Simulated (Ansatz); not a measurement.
# Cobalt, diamond under RPBE: structure, energy and stiffness, part 1 of 2

What does RPBE give for cobalt in the diamond structure? We relax it, solve it on a dense k-mesh, then scale the cell to 7 volumes from 88 to 112 % of the relaxed one and try a fit of the equation of state. The start is ferromagnetic. The k-meshes are 11×11×11 for the relaxation; 17×17×17 for the dense run; 12×12×12 for the volumes.

This is Co in the diamond structure; at room conditions it is hcp.

Program: Ansatz 0.2.0. Level of theory: DFT RPBE, plane waves (420 eV) with PAW, scalar-relativistic; PAW files made under PBE, frozen cores solved again for the functional. These are calculated values, not measurements.

## Step 1: The system as given

The structure is cubic, space group Fd-3m (No. 227). Conventional cell: a = 4.927 Å, b = 4.927 Å, c = 4.927 Å, α = 90.00°, β = 90.00°, γ = 90.00°. Co (site symmetry -43m) is surrounded by 4 Co at 2.13 Å.

Structure file:

```
CELL_PARAMETERS angstrom
0.00000 2.46343 2.46343
2.46343 0.00000 2.46343
2.46343 2.46343 0.00000
ATOMIC_POSITIONS crystal
Co 0.12500 0.12500 0.12500
Co 0.87500 0.87500 0.87500
```

The atoms start with moments of +1.7 ×2 μB.

## Step 2: Relaxing cell and atoms

The input, input.yaml:

```yaml
crystal:
  lattice:
    - [0.0, 2.4634331982, 2.4634331982]
    - [2.4634331982, 0.0, 2.4634331982]
    - [2.4634331982, 2.4634331982, 0.0]
  atoms:
    - { symbol: Co, position: [0.125, 0.125, 0.125], spin: 1.7 }
    - { symbol: Co, position: [0.875, 0.875, 0.875], spin: 1.7 }
hamiltonian:
  xc: rpbe
  pseudopotentials:
    kind: paw
    azcp:
      Co: "pseudopotentials/Co.paw.azcp"
basis:
  ecutwfc: 420
  fft_grid_basis: typed
kpoints:
  mp_grid: { grid: [11, 11, 11], shift: [0, 0, 0] }
magnetization:
  spin_polarized: true
scf:
  occupations: { method: fermi_dirac, width: 0.05 }
relax:
  max_steps: 60
  f_tol: 0.01
  cell: {}
```

The program printed:

```text
Warning: RAYON_NUM_THREADS=2 ignored (pool sized by the plan → 2); use --threads N
Engine: ansatz 0.2.0, x86_64-unknown-linux-gnu
Pseudopotentials: kind: paw
Pseudopotential: Co, paw, valence charge 17, recommended cutoff 420 eV (normal), <dir>
Functional definition: RPBE
  parameter kappa = 0.804
  parameter beta = 0.06672455060314922
  exchange = rpbe_x(kappa = kappa, mu = beta*pi^2/3)
  correlation = pbe_c(beta = beta)
Crystal: 2 atoms, lattice volume = 29.899 Å³
Basis set: ecut = 420 eV, 561 PW (Γ), exchange–correlation on 48×48×48 points (8 copies of the dense FFT grid, shifted against one another)
Bands: 23, of which v1, the nominal top of the filled ones, is band 17 counted from 1 (16 counted from 0)
Symmetry: 48 space group operations
Space group: Fd-3m (ITA 227), of the structure as read, at distance tolerance 3.1e-5 Å
Magnetic group: BNS 227.128 (UNI 1630), of the structure as read, at distance tolerance 3.1e-5 Å
k-points: 56 of 1331
Non-local potential: Co, projectors of the file, l = 0: 3, l = 1: 2, l = 2: 3, l = 3: 1
PAW form: soft (Blöchl's): semilocal exchange-correlation on the pseudo side does not see the compensation charge
PAW frozen core: Co, regenerated for the run's functional, and the local potential with it (the file was generated under x = pbe(κ = 0.804, μ = 0.2195149727645171), c = pbe(β = 0.06672455060314922))
PAW one-centre angular grid: Co, 590 points (default); XC on 64 Gauss nodes
Initial density: superposition of atomic densities (chi_scale 0.1, normalization cell)
Starting moments: Σ|m| = 3.4 μB on 2 of 2 sites
Initial wavefunctions: pseudopotential atomic-orbital guess
Functional: x = rpbe, c = pbe(β = 0.06672455060314922)
iter 1 solved again at ethr=1.03e-3 eV; its pass at ethr=3.10e-3 eV (dr2=3.50e-1 eV) is discarded
SCF iter   1: F=—  HF=-10257.013685 eV  |F-HF|=—  |Δ(HF+E_count)|=         —  Δρ=4.67e-2 (↑1.42e-2 ↓4.67e-2)  dr2=3.55e-1  dr2_m=1.58e-1  M=3.278 μB ∫|m|=3.330 μB  β_m=0.30  ethr=1.03e-3  ⟨swp⟩=1.0  Hψ=13479  notcnv=0
Mixer restart at iter 1: flushing history
preconditioner: auto → Kerker (q_TF=auto, 2.787 Å⁻¹)  [metal: Δε(μ)=0.002 eV  Ē_g=7.117 eV  σ=0.050 eV  W_gap=0.01  n_scr=14 (ndim 8)  ℏωp=28.8 eV  f_vac=0.000  D(μ)=3.96/eV (n_scr^D=58)]
spin=Collinear: Kerker preconditioning applied to the charge; magnetization (m = ρ↑ − ρ↓) channel mixes plain (no charge-response kernel on spin).
SCF iter   2: F=—  HF=-10257.594607 eV  |F-HF|=—  |Δ(HF+E_count)|=   5.81e-1  Δρ=2.97e-2 (↑2.97e-2 ↓2.59e-2)  dr2=2.26e-1  dr2_m=1.52e-1  M=3.341 μB ∫|m|=3.407 μB  β_m=0.53  ethr=1.03e-3  ⟨swp⟩=2.4  Hψ=3653  notcnv=0
SCF iter   3: F=—  HF=-10258.741626 eV  |F-HF|=—  |Δ(HF+E_count)|=         —  Δρ=3.62e-2 (↑3.62e-2 ↓1.56e-2)  dr2=3.23e-1  dr2_m=1.42e-1  M=3.455 μB ∫|m|=3.557 μB  β_m=0.53  ethr=6.66e-4  ⟨swp⟩=2.0  Hψ=3784  notcnv=0
Mixer restart at iter 3: flushing history
SCF iter   4: F=—  HF=-10259.268883 eV  |F-HF|=—  |Δ(HF+E_count)|=   5.27e-1  Δρ=1.67e-2 (↑1.67e-2 ↓1.02e-2)  dr2=1.69e-1  dr2_m=2.60e-2  M=3.406 μB ∫|m|=3.544 μB  β_m=0.77  ethr=6.66e-4  ⟨swp⟩=2.1  Hψ=4438  notcnv=0  defer=36
SCF iter   5: F=—  HF=-10259.459296 eV  |F-HF|=—  |Δ(HF+E_count)|=   1.90e-1  Δρ=8.39e-3 (↑8.39e-3 ↓7.76e-3)  dr2=9.51e-2  dr2_m=1.84e-4  M=3.352 μB ∫|m|=3.546 μB  β_m=0.86  ethr=4.97e-4  ⟨swp⟩=2.1  Hψ=3929  notcnv=0  defer=56
SCF iter   6: F=—  HF=-10259.440800 eV  |F-HF|=—  |Δ(HF+E_count)|=   1.85e-2  Δρ=1.47e-2 (↑1.47e-2 ↓9.80e-3)  dr2=7.55e-2  dr2_m=1.68e-3  M=3.325 μB ∫|m|=3.530 μB  β_m=0.72  ethr=2.80e-4  ⟨swp⟩=3.6  Hψ=5481  notcnv=0  defer=58
SCF iter   7: F=—  HF=-10259.443103 eV  |F-HF|=—  |Δ(HF+E_count)|=   2.30e-3  Δρ=7.41e-3 (↑7.41e-3 ↓6.21e-3)  dr2=2.49e-2  dr2_m=1.02e-4  M=3.342 μB ∫|m|=3.545 μB  β_m=0.86  ethr=2.22e-4  ⟨swp⟩=2.8  Hψ=4436  notcnv=0  defer=61
SCF iter   8: F=—  HF=-10259.442623 eV  |F-HF|=—  |Δ(HF+E_count)|=   4.80e-4  Δρ=1.56e-3 (↑1.56e-3 ↓1.21e-3)  dr2=1.13e-3  dr2_m=9.39e-6  M=3.354 μB ∫|m|=3.558 μB  β_m=0.93  ethr=7.33e-5  ⟨swp⟩=2.0  Hψ=4114  notcnv=0  defer=61
SCF iter   9: F=—  HF=-10259.442779 eV  |F-HF|=—  |Δ(HF+E_count)|=   1.56e-4  Δρ=1.69e-4 (↑1.69e-4 ↓1.51e-4)  dr2=1.90e-5  dr2_m=9.45e-8  M=3.356 μB ∫|m|=3.561 μB  β_m=0.97  ethr=3.32e-6  ⟨swp⟩=2.0  Hψ=4717  notcnv=0  defer=61
SCF iter  10: F=—  HF=-10259.442756 eV  |F-HF|=—  |Δ(HF+E_count)|=   2.27e-5  Δρ=4.60e-5 (↑4.60e-5 ↓3.31e-5)  dr2=5.36e-7  dr2_m=1.58e-8  M=3.356 μB ∫|m|=3.561 μB  β_m=0.98  ethr=5.58e-8  ⟨swp⟩=2.0  Hψ=3596  notcnv=0  defer=61
SCF iter  11: F=—  HF=-10259.442757 eV  |F-HF|=—  |Δ(HF+E_count)|=   1.52e-7  Δρ=2.56e-5 (↑1.71e-5 ↓2.56e-5)  dr2=3.51e-7  dr2_m=7.19e-9  M=3.356 μB ∫|m|=3.561 μB  β_m=0.99  ethr=1.58e-9  ⟨swp⟩=2.0  Hψ=4497  notcnv=0  defer=61
SCF iter  12: F=—  HF=-10259.442757 eV  |F-HF|=—  |Δ(HF+E_count)|=   2.50e-8  Δρ=1.08e-5 (↑8.16e-6 ↓1.08e-5)  dr2=7.24e-8  dr2_m=7.16e-10  M=3.356 μB ∫|m|=3.561 μB  β_m=1.00  ethr=1.03e-9  ⟨swp⟩=1.9  Hψ=3265  notcnv=0  defer=61
SCF iter  13: F=-10259.442757 eV  HF=-10259.442757 eV  |F-HF|=5.06e-10  |Δ(HF+E_count)|=   3.83e-9  Δρ=1.05e-6 (↑8.06e-7 ↓1.05e-6)  dr2=8.10e-10  dr2_m=9.66e-12  M=3.356 μB ∫|m|=3.561 μB  ethr=2.13e-10  ⟨swp⟩=2.4  Hψ=8233  notcnv=0
SCF 1 converged in 13 iterations: F = -10259.442757 eV  dr2 = 8.10e-10
relax step   1: F+E_penalty+E_count = -10259.44275665 eV  Δ(F+E_penalty+E_count) = +0.000e0 eV  max|allowed force component| = 6.939e-18 eV/Å  Δτ_max = 0.0000 Å  P = +15.205 GPa  Ω = 29.899 Å³  (13 SCF iters, dr2 threshold 1.00e-7 eV, accepted)
[... from here on, the SCF cycles and remarks between the steps are left out ...]
relax step   2: F+E_penalty+E_count = -10259.57334086 eV  Δ(F+E_penalty+E_count) = -1.306e-1 eV  max|allowed force component| = 8.789e-17 eV/Å  Δτ_max = 0.0000 Å  P = +6.076 GPa  Ω = 31.936 Å³  energy of the carried Pulay correction = -1.851e-3 eV  (9 SCF iters, dr2 threshold 2.00e-7 eV, accepted)
relax step   3: F+E_penalty+E_count = -10259.60423467 eV  Δ(F+E_penalty+E_count) = -3.089e-2 eV  max|allowed force component| = 8.211e-17 eV/Å  Δτ_max = 0.0000 Å  P = +0.913 GPa  Ω = 33.452 Å³  energy of the carried Pulay correction = -3.151e-3 eV  (8 SCF iters, dr2 threshold 2.00e-7 eV, accepted)
relax step   4: F+E_penalty+E_count = -10259.60484825 eV  Δ(F+E_penalty+E_count) = -6.136e-4 eV  max|allowed force component| = 8.789e-17 eV/Å  Δτ_max = 0.0000 Å  P = +0.053 GPa  Ω = 33.735 Å³  energy of the carried Pulay correction = -3.387e-3 eV  (7 SCF iters, dr2 threshold 2.00e-7 eV, accepted)
relax step   5: F+E_penalty+E_count = -10259.60483652 eV  Δ(F+E_penalty+E_count) = +1.174e-5 eV  max|allowed force component| = 9.946e-17 eV/Å  Δτ_max = 0.0000 Å  P = -0.000 GPa  Ω = 33.752 Å³  energy of the carried Pulay correction = -3.402e-3 eV  (8 SCF iters, dr2 threshold 7.07e-9 eV, accepted)
relax step   6: F+E_penalty+E_count = -10259.61179964 eV  Δ(F+E_penalty+E_count) = -6.963e-3 eV  max|allowed force component| = 8.095e-17 eV/Å  Δτ_max = 0.0000 Å  P = +0.472 GPa  Ω = 33.752 Å³  stress off target by 4.72e-1 GPa  SCF on the basis re-selected at this cell (its energy is not comparable with the rows above)  (11 SCF iters)
relax step   7: F+E_penalty+E_count = -10259.61193809 eV  Δ(F+E_penalty+E_count) = -1.385e-4 eV  max|allowed force component| = 8.442e-17 eV/Å  Δτ_max = 0.0000 Å  P = +0.057 GPa  Ω = 33.910 Å³  energy of the carried Pulay correction = -1.200e-4 eV  (7 SCF iters, dr2 threshold 2.00e-7 eV, accepted)
relax step   8: F+E_penalty+E_count = -10259.61192549 eV  Δ(F+E_penalty+E_count) = +1.260e-5 eV  max|allowed force component| = 8.674e-17 eV/Å  Δτ_max = 0.0000 Å  P = +0.003 GPa  Ω = 33.930 Å³  energy of the carried Pulay correction = -1.365e-4 eV  (8 SCF iters, dr2 threshold 8.17e-9 eV, accepted)
relax step   9: F+E_penalty+E_count = -10259.61204526 eV  Δ(F+E_penalty+E_count) = -1.198e-4 eV  max|allowed force component| = 8.789e-17 eV/Å  Δτ_max = 0.0000 Å  P = -0.003 GPa  Ω = 33.930 Å³  stress off target by 3.38e-3 GPa  SCF on the basis re-selected at this cell (its energy is not comparable with the rows above)  (8 SCF iters)
basis re-selected at this cell: Δ(F+E_penalty+E_count) = -1.198e-4 eV, ΔP = -0.006 GPa vs the last step (what re-selecting the basis moved, of the pressure what is left beyond the Pulay correction that the steps carried, after the strain that the cell walked since its last selection, with what the two solves' SCF thresholds leave and, on support functions, any second-order correction that the steps lacked; it is no measure of the basis error at this ecutwfc). This SCF's stress stands 3.38e-3 GPa from its target on what of the cell is left free (relax.cell.stress_tol is 5.00e-2 GPa) and its largest allowed force component is 8.79e-17 eV/Å (relax.f_tol is 1.00e-2 eV/Å): within both
SCF converged after 8 iterations
Magnetization: 3.5174 μB (18.7587 up, 15.2413 down)
Absolute magnetization: 3.7974 μB (∫|ρ↑−ρ↓|, with the PAW one-centre terms)
Spin contamination: 0.0811 ħ² per cell (⟨S²⟩ above its minimum at these occupations)
Per-site moments (μB) at R_I (Å): [(1.7910859183672183, 0.9179263127349423), (1.7910859183672192, 0.9179263127349423)]
Free energy (F): -10259.612045 eV
Harris-Foulkes:  -10259.612045 eV  (|F-HF|=0.00e0)
Internal energy: -10259.595133 eV  (E = F + TS)
E sigma→0 (E₀):  -10259.603589 eV
Entropy (-TS):   -0.016912 eV (-8.456 meV/atom)
Fermi energy:    10.501309 eV
--- Per-component energies (eV) ---
  E_band       = -758.323913
  E_kinetic    = 905.768078
  E_local      = -7529.378683  (includes V_loc(G=0)·N_el)
  E_nonlocal   = 916.419766
  E_hartree    = 3172.737552
  E_xc         = -314.365030
  E_vxc        = -404.521459  (∫ρ·V_xc dr)
  E_paw        = -3048.569502  (= ΣΔE_a)
  E_vpaw       = -992.087006  (= ΣTr[D̂ρ^β])
  E_aug_tail   = 0.000277  (compensation charges beyond the density's cutoff)
  E_ewald      = -4362.114951
  E_core_change = -0.092639  (= ΣΔE_core)
  E_smearing   = -0.016912  (= −TS)
  E_closure    = -0.000000  (closes the sum)
  Σ components = -10259.612045   (vs F -10259.612045, Δ=0.00e0)
--- Forces (eV/Å), atoms counted from 1 ---
  atom   1  Co    -0.00000000    -0.00000000    -0.00000000
  atom   2  Co     0.00000000     0.00000000     0.00000000
  max |Σ_I F_I| component: 1.39e-17 eV/Å
--- Stress (GPa, compression-positive) ---
       -0.003380      -0.000000       0.000000
        0.000000      -0.003380       0.000000
        0.000000      -0.000000      -0.003380
  P = ⅓ Tr σ = -0.0034 GPa (-0.034 kbar)
--- Relaxed structure (7 steps of the walk, 7 accepted, 2 SCFs on fresh bases) ---
  F+E_penalty+E_count = -10259.61204526 eV   max|allowed force component| = 8.789e-17 eV/Å   (the final SCF, on the basis selected at the relaxed cell)
  cell:  # Å, volume = 33.9305 Å³
    - [1.7029688696075676e-33, 2.5695272909273186, 2.5695272909273186]
    - [2.5695272909273186, 1.2897660478384515e-33, 2.5695272909273186]
    - [2.5695272909273186, 2.5695272909273186, 2.2125060749088817e-33]
  atoms:
    - { symbol: Co, position: [0.125, 0.125, 0.125] }
    - { symbol: Co, position: [0.875, 0.875, 0.875] }
```

Run time: 14 s. Hardware: 2 threads of an x86-64 CPU, shared host; peak memory 0.48 GiB.

Step by step:

| step | energy change (meV/atom) | largest force (eV/Å) | pressure (GPa) | volume (Å³/atom) |
| --- | --- | --- | --- | --- |
| 1 | 0.00 | 0.0000 | 15.20 | 14.949 |
| 2 | -65.29 | 0.0000 | 6.08 | 15.968 |
| 3 | -80.74 | 0.0000 | 0.91 | 16.726 |
| 4 | -81.05 | 0.0000 | 0.05 | 16.867 |
| 5 | -81.04 | 0.0000 | 0.00 | 16.876 |
| 6 | -84.52 | 0.0000 | 0.47 | 16.876 |
| 7 | -84.59 | 0.0000 | 0.06 | 16.955 |
| 8 | -84.58 | 0.0000 | 0.00 | 16.965 |
| 9 | -84.64 | 0.0000 | 0.00 | 16.965 |

Steps that repeat a cell are solved on a basis chosen anew, so their changes of energy are no gain of the relaxation.

The cell of the run, before and after:

|  | before | after | change |
| --- | --- | --- | --- |
| a (Å) | 3.484 | 3.634 | +4.3 % |
| b (Å) | 3.484 | 3.634 | +4.3 % |
| c (Å) | 3.484 | 3.634 | +4.3 % |
| volume (Å³/atom) | 14.949 | 16.965 | +13.5 % |
| shortest distance (Å) | 2.133 | 2.225 | +4.3 % |
| space group (spins left aside) | Fd-3m | Fd-3m | same |

## Step 3: The energy on a finer k-mesh

The input, input.yaml:

```yaml
crystal:
  lattice:
    - [0.0, 2.5695272909, 2.5695272909]
    - [2.5695272909, 0.0, 2.5695272909]
    - [2.5695272909, 2.5695272909, 0.0]
  atoms:
    - { symbol: Co, position: [0.125, 0.125, 0.125], spin: 1.791 }
    - { symbol: Co, position: [0.875, 0.875, 0.875], spin: 1.791 }
hamiltonian:
  xc: rpbe
  pseudopotentials:
    kind: paw
    azcp:
      Co: "pseudopotentials/Co.paw.azcp"
basis:
  ecutwfc: 420
  fft_grid_basis: typed
kpoints:
  mp_grid: { grid: [17, 17, 17], shift: [0, 0, 0] }
magnetization:
  spin_polarized: true
scf:
  occupations: { method: fermi_dirac, width: 0.05 }
```

The program printed, shortened:

```text
Warning: RAYON_NUM_THREADS=2 ignored (pool sized by the plan → 2); use --threads N
[...]
[... 3 set-up lines as earlier in the session ...]
[...]
Crystal: 2 atoms, lattice volume = 33.930 Å³
Basis set: ecut = 420 eV, 645 PW (Γ)
Bands: 23, of which v1, the nominal top of the filled ones, is band 17 counted from 1 (16 counted from 0)
[... 1 set-up line as earlier in the session ...]
Space group: Fd-3m (ITA 227), of the structure as read, at distance tolerance 3.2e-5 Å
Magnetic group: BNS 227.128 (UNI 1630), of the structure as read, at distance tolerance 3.2e-5 Å
k-points: 165 of 4913
[...]
Starting moments: Σ|m| = 3.582 μB on 2 of 2 sites
[...]
SCF iter   1: F=—  HF=-10257.609886 eV  |F-HF|=—  |Δ(HF+E_count)|=         —  Δρ=5.20e-2 (↑3.12e-2 ↓5.20e-2)  dr2=2.46e-1  dr2_m=4.71e-1  M=3.706 μB ∫|m|=3.793 μB  β_m=0.30  ethr=7.11e-4  ⟨swp⟩=1.0  Hψ=39690  notcnv=0
[...]
spin=Collinear: Kerker preconditioning applied to the charge; magnetization (m = ρ↑ − ρ↓) channel mixes plain (no charge-response kernel on spin).
[...]
SCF iter  11: F=-10259.613820 eV  HF=-10259.613820 eV  |F-HF|=7.08e-10  |Δ(HF+E_count)|=   1.88e-8  Δρ=8.15e-7 (↑5.45e-7 ↓8.15e-7)  dr2=2.59e-10  dr2_m=4.97e-11  M=3.514 μB ∫|m|=3.793 μB  ethr=2.98e-11  ⟨swp⟩=1.1  Hψ=20918  notcnv=0
[...]
SCF converged after 11 iterations
Magnetization: 3.5137 μB (18.7569 up, 15.2431 down)
Absolute magnetization: 3.7945 μB (∫|ρ↑−ρ↓|, with the PAW one-centre terms)
Spin contamination: 0.0804 ħ² per cell (⟨S²⟩ above its minimum at these occupations)
Per-site moments (μB) at R_I (Å): [(1.7896401658352072, 0.9179263127251829), (1.7896401658352072, 0.9179263127251829)]
Free energy (F): -10259.613820 eV
[...]
E sigma→0 (E₀):  -10259.605623 eV
Entropy (-TS):   -0.016392 eV (-8.196 meV/atom)
Fermi energy:    10.501935 eV
[...]
```

Wall time 5 s (2 threads of an x86-64 CPU, shared host); peak memory 0.57 GiB.

## Step 4: At 88 % of the relaxed volume

The input, input.yaml:

```yaml
crystal:
  lattice:
    - [0.0, 2.462336817, 2.462336817]
    - [2.462336817, 0.0, 2.462336817]
    - [2.462336817, 2.462336817, 0.0]
  atoms:
    - { symbol: Co, position: [0.125, 0.125, 0.125], spin: 1.79 }
    - { symbol: Co, position: [0.875, 0.875, 0.875], spin: 1.79 }
hamiltonian:
  xc: rpbe
  pseudopotentials:
    kind: paw
    azcp:
      Co: "pseudopotentials/Co.paw.azcp"
basis:
  ecutwfc: 420
  fft_grid_basis: typed
kpoints:
  mp_grid: { grid: [12, 12, 12], shift: [0, 0, 0] }
magnetization:
  spin_polarized: true
scf:
  occupations: { method: fermi_dirac, width: 0.05 }
  lower_state_search: "off"
output:
  stress: true
```

The program printed, shortened:

```text
Warning: RAYON_NUM_THREADS=2 ignored (pool sized by the plan → 2); use --threads N
[...]
[... 3 set-up lines as earlier in the session ...]
[...]
Crystal: 2 atoms, lattice volume = 29.859 Å³
Basis set: ecut = 420 eV, 561 PW (Γ)
Bands: 23, of which v1, the nominal top of the filled ones, is band 17 counted from 1 (16 counted from 0)
[... 2 set-up lines as earlier in the session ...]
Magnetic group: BNS 227.128 (UNI 1630), of the structure as read, at distance tolerance 3.1e-5 Å
k-points: 72 of 1728
[...]
Starting moments: Σ|m| = 3.58 μB on 2 of 2 sites
[...]
SCF iter  15: F=-10259.440747 eV  HF=-10259.440747 eV  |F-HF|=8.62e-10  |Δ(HF+E_count)|=   1.53e-8  Δρ=1.97e-6 (↑1.61e-6 ↓1.97e-6)  dr2=4.05e-9  dr2_m=1.81e-10  M=3.369 μB ∫|m|=3.568 μB  ethr=2.94e-10  ⟨swp⟩=4.0  Hψ=9692  notcnv=0
[...]
SCF converged after 15 iterations
Magnetization: 3.3692 μB (18.6846 up, 15.3154 down)
Absolute magnetization: 3.5697 μB (∫|ρ↑−ρ↓|, with the PAW one-centre terms)
Spin contamination: 0.0598 ħ² per cell (⟨S²⟩ above its minimum at these occupations)
Per-site moments (μB) at R_I (Å): [(1.6876007287012662, 0.8796340724307322), (1.687600728701266, 0.8796340724307322)]
Free energy (F): -10259.440747 eV
[...]
E sigma→0 (E₀):  -10259.431492 eV
Entropy (-TS):   -0.018509 eV (-9.255 meV/atom)
Fermi energy:    12.467379 eV
[...]
--- Stress (GPa, compression-positive) ---
       15.452535       0.000000       0.000000
        0.000000      15.452535      -0.000000
       -0.000000       0.000000      15.452535
  P = ⅓ Tr σ = 15.4525 GPa (154.525 kbar)
```

It took 2.2 s on 2 threads of an x86-64 CPU, shared host; peak memory 0.45 GiB.

## Step 5: At 92 % of the relaxed volume

Edit input.yaml of step 4 so:

```diff
@@ -2,5 +2,5 @@
   lattice:
-    - [0.0, 2.462336817, 2.462336817]
-    - [2.462336817, 0.0, 2.462336817]
-    - [2.462336817, 2.462336817, 0.0]
+    - [0.0, 2.4990935318, 2.4990935318]
+    - [2.4990935318, 0.0, 2.4990935318]
+    - [2.4990935318, 2.4990935318, 0.0]
   atoms:
```

The program printed, shortened:

```text
Warning: RAYON_NUM_THREADS=2 ignored (pool sized by the plan → 2); use --threads N
[...]
[... 3 set-up lines as earlier in the session ...]
[...]
Crystal: 2 atoms, lattice volume = 31.216 Å³
Basis set: ecut = 420 eV, 609 PW (Γ)
Bands: 23, of which v1, the nominal top of the filled ones, is band 17 counted from 1 (16 counted from 0)
[... 2 set-up lines as earlier in the session ...]
Magnetic group: BNS 227.128 (UNI 1630), of the structure as read, at distance tolerance 3.1e-5 Å
k-points: 72 of 1728
[...]
Starting moments: Σ|m| = 3.58 μB on 2 of 2 sites
[...]
SCF iter  15: F=-10259.544290 eV  HF=-10259.544290 eV  |F-HF|=6.57e-9  |Δ(HF+E_count)|=   2.98e-8  Δρ=3.58e-6 (↑2.86e-6 ↓3.58e-6)  dr2=9.67e-9  dr2_m=4.71e-11  M=3.437 μB ∫|m|=3.664 μB  ethr=2.94e-10  ⟨swp⟩=3.9  Hψ=9539  notcnv=0
[...]
SCF converged after 15 iterations
Magnetization: 3.4367 μB (18.7183 up, 15.2817 down)
Absolute magnetization: 3.6662 μB (∫|ρ↑−ρ↓|, with the PAW one-centre terms)
Spin contamination: 0.0669 ħ² per cell (⟨S²⟩ above its minimum at these occupations)
Per-site moments (μB) at R_I (Å): [(1.73198336488181, 0.8927648750510219), (1.73198336488181, 0.8927648750510219)]
Free energy (F): -10259.544290 eV
[...]
E sigma→0 (E₀):  -10259.536516 eV
Entropy (-TS):   -0.015549 eV (-7.775 meV/atom)
Fermi energy:    11.757381 eV
[...]
--- Stress (GPa, compression-positive) ---
        9.152623       0.000000      -0.000000
        0.000000       9.152623       0.000000
       -0.000000       0.000000       9.152623
  P = ⅓ Tr σ = 9.1526 GPa (91.526 kbar)
```

Wall time 2.6 s (2 threads of an x86-64 CPU, shared host); peak memory 0.44 GiB.

(Continued in part 2 of 2.)
